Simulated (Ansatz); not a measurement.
Set up this calculation in Ansatz 0.2.0, as the native input.

```
Task                : phonons
Functional          : PBEsol
Potentials or basis : Ansatz PAW
Cutoff              : 420 eV (not typed: the program's choice for these potentials)
k mesh              : 8 × 8 × 5
Occupations         : fixed
Spin                : no spin polarisation
```

Crystal: GaN.

```xyz
4
Lattice="3.1800 0.0000 0.0000 -1.5900 2.7540 0.0000 0.0000 0.0000 5.1660" Properties=species:S:1:pos:R:3 pbc="T T T"
Ga    1.5900    0.9180    2.5830
Ga    0.0000    1.8360    0.0000
N     1.5900    0.9180    4.5203
N     0.0000    1.8360    1.9373
```

These files were run (other wordings do the same):

input.yaml

```yaml
crystal:
  lattice:
    - [3.18, 0.0, 0.0]
    - [-1.59, 2.753960784, 0.0]
    - [0.0, 0.0, 5.166]
  atoms:
    - { symbol: Ga, position: [0.6666666667, 0.3333333333, 0.5] }
    - { symbol: Ga, position: [0.3333333333, 0.6666666667, 0.0] }
    - { symbol: "N", position: [0.6666666667, 0.3333333333, 0.875] }
    - { symbol: "N", position: [0.3333333333, 0.6666666667, 0.375] }
hamiltonian:
  xc: pbesol
  pseudopotentials: { kind: paw }
kpoints:
  mp_grid: { grid: [8, 8, 5] }
scf:
  occupations: { method: fixed }
phonons:
  method: dfpt
  dielectric: true
  rigid_motions: translations
```

Potentials or basis: Ansatz PAW.

Command:

```console
$ ansatz run input.yaml --threads 2 --pin off --max-ram 5120MiB --backend cpu --events-out ev --progress --plain --runs-dir out
```

It gave:

- Band gap on the k mesh: 1.91 eV, direct
- Electronic dielectric tensor (diagonal): 5.82, 5.82, 5.96
- Born charges (mean of the diagonal): Ga +2.65; N -2.65 e
- Highest phonon frequency at Γ, LO-TO splitting left out: 694 cm⁻¹
- Static dielectric tensor (diagonal): 10.16, 10.16, 10.72

Caveat: odd divisions of the mesh miss points on the zone boundary, where band edges often lie, so the gap on the mesh can be too wide.

Wall time 46 s on 2 threads of Intel(R) Xeon(R) 6975P-C (Granite Rapids), with other jobs on the host, peak memory 1.2 GiB.
